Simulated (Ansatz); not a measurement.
# SnO2 — ¹⁷O NMR of the central transition

Cell: a computed structure from the Materials Project (it need not be an observed phase), taken as it stands.

```
Sn O
1.0
     9.33468    0.00000    0.00000
     0.00000    3.22457    0.00000
     0.00000    0.00000   11.35355
Sn O
8 16
Direct
  0.41264 0.75000 0.60270
  0.08736 0.25000 0.10270
  0.91264 0.75000 0.89730
  0.58736 0.25000 0.39730
  0.55243 0.25000 0.88302
  0.44757 0.75000 0.11698
  0.05243 0.25000 0.61698
  0.94757 0.75000 0.38302
  0.92099 0.75000 0.57125
  0.07901 0.25000 0.42875
  0.42099 0.75000 0.92875
  0.57901 0.25000 0.07125
  0.03356 0.75000 0.21389
  0.96644 0.25000 0.78611
  0.53356 0.75000 0.28611
  0.46644 0.25000 0.71389
  0.61569 0.75000 0.51306
  0.38431 0.25000 0.48694
  0.11569 0.75000 0.98694
  0.88431 0.25000 0.01306
  0.80455 0.25000 0.35219
  0.19545 0.75000 0.64780
  0.69545 0.75000 0.85220
  0.30455 0.25000 0.14780
```

Atoms are numbered from 1 in the order listed; like atoms form one site, named after its first atom.

Computed with Ansatz: DFT, r2SCAN, plane waves and PAW (field gradients read without the response of the frozen cores, which leaves them typically 4 to 6 % off), scalar-relativistic, 500 eV cutoff, Γ-centred 3×6×2 k-points, Fermi–Dirac smearing 0.02 eV.

¹⁷O has I = 5/2 and Q = -25.58 mb (Pyykkö 2018); at 21.1 T its Larmor frequency is ν₀ = 121.8 MHz. Only the quadrupole interaction is simulated: positions count from each site's isotropic chemical shift, and J coupling is left out, as are shift anisotropy and dipolar coupling, which fast spinning averages.

(1) Simulate the second-order pattern (fast magic-angle spinning, Gaussian broadening 0.3 kHz) of site O13 (3 Sn at 2.08–2.11 Å).

Answers

(1) The calculation gives C_Q = 7.19 MHz and η = 0.08, so ν_Q = 1.08 MHz and the centre of gravity lies at -21.0 ppm (-2.55 kHz).

```tsv
offset (kHz)	height
-6.642	0
-6.441	2
-6.241	5
-6.041	6
-5.841	6
-5.640	6
-5.440	6
-5.240	7
-5.039	7
-4.839	7
-4.639	7
-4.439	8
-4.238	19
-4.038	58
-3.838	81
-3.637	66
-3.437	53
-3.237	47
-3.037	44
-2.836	43
-2.636	43
-2.436	43
-2.235	44
-2.035	46
-1.835	49
-1.635	54
-1.434	63
-1.234	85
-1.034	100
-0.833	62
-0.633	13
-0.433	1
```

At O13 V_zz stands upright on the plane through its three neighbours (within 4°).

At this cell the r2SCAN pressure is -7 GPa, so with r2SCAN the cell would shrink if it were relaxed. The entry's cell may itself be off. The largest force is 0.5 eV/Å, so the atoms aren't at the calculated equilibrium and relaxing them would move these values. Without spin–orbit coupling (the program notes it for Sn) the gradients are little affected as a rule: paired runs on crystals with a gap mostly move them by under 2 % at such atoms.

Hardware: 1 thread of Intel Xeon Platinum 8488C (Sapphire Rapids) (x86_64; 16 cores open to the job, memory cap 3.0 GiB, no GPU), a shared host with a load of 0.2 a core. Wall time 86 s, CPU time 86 s, peak memory 1.6 GiB.
